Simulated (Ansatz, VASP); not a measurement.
Given: the input of a run of VASP 6.6.1 on TiSe2.

INCAR

```
ALGO = Normal
EDIFF = 1E-7
ENCUT = 520
GGA = PE
ISIF = 2
ISMEAR = -1
LASPH = T
LCHARG = F
LREAL = F
LWAVE = F
NBANDS = 19
NELM = 80
PREC = Accurate
SIGMA = 0.05
```

KPOINTS

```
k-points
0
Gamma
  9 9 5
```

File POSCAR:

```
TiSe2
1.0
    3.4882103579      0.0000000000      0.0000000000
   -1.7441051790      3.0208787837      0.0000000000
    0.0000000000      0.0000000000      5.9228549177
Se Ti
2 1
Direct
    0.6666666667      0.3333333333      0.7448000000
    0.3333333333      0.6666666667      0.2552000000
    0.0000000000      0.0000000000      0.0000000000
```

Potentials or basis: VASP PAW PBE potentials, release 64 (Se, Ti_sv).

Launch:

```console
$ cat potpaw_PBE.64/Se/POTCAR potpaw_PBE.64/Ti_sv/POTCAR > POTCAR
$ mpirun -np 1 vasp_std > vasp.out
```

**Question.** Set up the same calculation for Ansatz 0.2.0. Potentials there: Ansatz PAW.

**Answer.** As run (the cutoff follows the program's own potentials):

The input input.yaml:

```yaml
crystal:
  lattice:
    - [3.4882103579, 0.0, 0.0]
    - [-1.744105179, 3.0208787837, 0.0]
    - [0.0, 0.0, 5.9228549177]
  atoms:
    - { symbol: Se, position: [0.6666666667, 0.3333333333, 0.7448] }
    - { symbol: Se, position: [0.3333333333, 0.6666666667, 0.2552] }
    - { symbol: Ti, position: [0.0, 0.0, 0.0] }
hamiltonian:
  xc: pbe
  pseudopotentials: { kind: paw }
kpoints:
  mp_grid: { grid: [9, 9, 5] }
scf:
  occupations: { method: fermi_dirac, width: 0.05 }
output:
  forces: true
  stress: true
  eigenvalues: true
```

Potentials or basis: Ansatz PAW.

The run is started by

```console
$ ansatz run input.yaml --threads 1 --pin off --max-ram 3584MiB --backend cpu --events-out ev --progress --plain --runs-dir out
```

Both were run:

|  | VASP | Ansatz | Ansatz less VASP |
| --- | --- | --- | --- |
| gap on the k mesh at the Fermi level (eV) | none | none | - |
| pressure (GPa) | 5.4 | 5.2 | -0.11 |
| largest component of the traceless stress (GPa) | 0.88 | 0.87 | -0.012 |
| rms of the force components (eV/Å) | 0.246 | 0.237 | -0.0089 |

Atom by atom the forces differ by 0.009 eV/Å (rms over components). A gap of «none» marks a metal or a gap that the smearing closes. With one functional, cell and mesh, what is left measures potentials, basis and numerics. The two sets of potentials don't hold the same shells in valence.

Caveats: this functional lacks dispersion, which binds the layers, so the pressure and a relaxed spacing across them are unreliable.
